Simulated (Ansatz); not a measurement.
# Si: stress in a strained cell

Aim: deform Si (zz strain of -2 %) and compute stress, forces and field gradients with LAPW, PAW and all-electron datasets made for the crystal.

Method: DFT PBE, scalar-relativistic, in Ansatz 0.2.0.

## (1) The starting structure

Symmetry: Fd-3m, No. 227, cubic system. The conventional cell has a = 5.431 Å, b = 5.431 Å, c = 5.431 Å, α = 90.00°, β = 90.00°, γ = 90.00°. Si (site symmetry -43m) is surrounded by 4 Si at 2.35 Å.

As a file:

```cif
data_structure
_symmetry_space_group_name_H-M 'Fd-3m:1'
_symmetry_Int_Tables_number 227
_cell_length_a 5.4309
_cell_length_b 5.4309
_cell_length_c 5.4309
_cell_angle_alpha 90.000
_cell_angle_beta 90.000
_cell_angle_gamma 90.000
_cell_volume 160.19
loop_
_atom_site_label
_atom_site_type_symbol
_atom_site_symmetry_multiplicity
_atom_site_Wyckoff_symbol
_atom_site_fract_x
_atom_site_fract_y
_atom_site_fract_z
_atom_site_occupancy
Si1 Si 8 a 0.50000 0.00000 0.50000 1
```

The file gives the conventional cell by its symmetry; the runs use the cell typed in the input.

Atoms are numbered in the order of the input: Si1, Si2.

## (2) After the deformation

Space group Fd-3m before, I4_1/amd after.

## (3) Full-potential LAPW

Input file input.yaml:

```yaml
crystal:
  lattice:
    - [0.0, 2.71547, 2.6611606]
    - [2.71547, 0.0, 2.6611606]
    - [2.71547, 2.71547, 0.0]
  atoms:
    - { symbol: Si, position: [0.5, 0.5, 0.5] }
    - { symbol: Si, position: [0.75, 0.75, 0.75] }
kpoints:
  mp_grid: { grid: [11, 11, 11] }
  band_path:
    path:
      - [0.0, 0.0, 0.0]
      - [0.0, 0.5, 0.5]
      - [0.25, 0.75, 0.5]
      - [0.0, 0.5, 0.0]
      - [0.0, 0.0, 0.0]
      - [0.5, 0.5, 0.0]
      - [0.3801541025, 0.6198458975, 0.0]
      - [-0.3801541025, 0.3801541025, 0.0]
      - [0.0, 0.0, 0.0]
    npoints: 5
scf:
  occupations: { method: fermi_dirac, width: 0.08 }
hamiltonian:
  xc: pbe
  pseudopotentials: { kind: all_electron, lapw: { basis_error: 0.00025 } }
output:
  forces: true
  stress: true
  eigenvalues: true
```

Launch:

```console
ansatz run input.yaml --threads 1 --pin off --max-ram 3072MiB --backend cpu --events-out ev --progress --plain --runs-dir out
```

## (4) Frozen-core PAW

Input file input.yaml:

```yaml
crystal:
  lattice:
    - [0.0, 2.71547, 2.6611606]
    - [2.71547, 0.0, 2.6611606]
    - [2.71547, 2.71547, 0.0]
  atoms:
    - { symbol: Si, position: [0.5, 0.5, 0.5] }
    - { symbol: Si, position: [0.75, 0.75, 0.75] }
kpoints:
  mp_grid: { grid: [11, 11, 11] }
scf:
  occupations: { method: fermi_dirac, width: 0.08 }
hamiltonian:
  xc: pbe
  pseudopotentials: { kind: paw }
output:
  forces: true
  stress: true
  eigenvalues: true
  efg: { contact_densities: true }
```

## (5) All-electron PAW on datasets made for the crystal

Edit input.yaml of step 4 so:

```diff
@@ -14,3 +14,3 @@
   xc: pbe
-  pseudopotentials: { kind: paw }
+  pseudopotentials: { kind: all_electron, datasets: crystal }
 output:
```

(Steps that only read results are left out.)

Before running it: what results should come out? Wanted: pressure; largest shear or deviatoric stress.

As calculated:

| quantity | value |
| --- | --- |
| pressure | LAPW 4.00, PAW 4.04, crystal datasets 4.00 GPa |
| largest shear or deviatoric stress (LAPW) | 1.24 GPa |

**Reading.** The largest part of the stress beyond the pressure is 1.24 GPa in size, in the zz component; the atoms are carried along and not relaxed. No run of the undeformed cell stands beside it, so the pressure holds what the given cell had before the change. PAW: stress within 0.05 GPa of LAPW. Crystal datasets: stress within 0.01 GPa of LAPW.
